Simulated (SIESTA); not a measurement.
CoO:

```
CELL_PARAMETERS angstrom
0.00000 2.13150 2.13150
2.13150 0.00000 2.13150
2.13150 2.13150 0.00000
ATOMIC_POSITIONS crystal
Co 0.00000 0.00000 0.00000
O 0.50000 0.50000 0.50000
```

Program: SIESTA 5.4.2. Alike in all runs: spin collinear, ferromagnetic start; cell as given; smearing fermi-dirac 0.05 eV; grid cutoff 800 Ry; energy shift 0.003 Ry.

Q: Order these runs on this cell by their pressure, lowest first.
A. level PBEsol; potentials or basis PseudoDojo 0.4 standard (PBEsol files), DZP (energy shift 0.003 Ry; two zetas on semicore shells); k mesh 8 × 8 × 8; broadening (eV) 0.1 eV; window from (eV) -15 eV; window to (eV) 5 eV; energy points 201; k mesh for the DOS 12 × 12 × 12
B. level BLYP; potentials or basis PseudoDojo 0.4 standard (PBE files), DZP (energy shift 0.003 Ry; two zetas on semicore shells); k mesh 11 × 11 × 11
C. level LDA; potentials or basis PseudoDojo 0.4 standard (LDA files), DZP (energy shift 0.003 Ry; two zetas on semicore shells); k mesh 8 × 8 × 8

A: C (-18.6 GPa), A (-10.2 GPa), B (6.4 GPa).

Caveats: short orbitals over semicore shells can move pressures by several GPa; the basis of atomic orbitals isn't converged, which shifts pressures, moduli and gaps; a cell with one magnetic atom can't hold antiferromagnetic order, which such compounds often take; the potentials were made for another functional, which shifts forces and pressure (some runs); so large a pressure means that the cell lies far from this level's equilibrium, or that cutoff or potentials fall short (some runs).
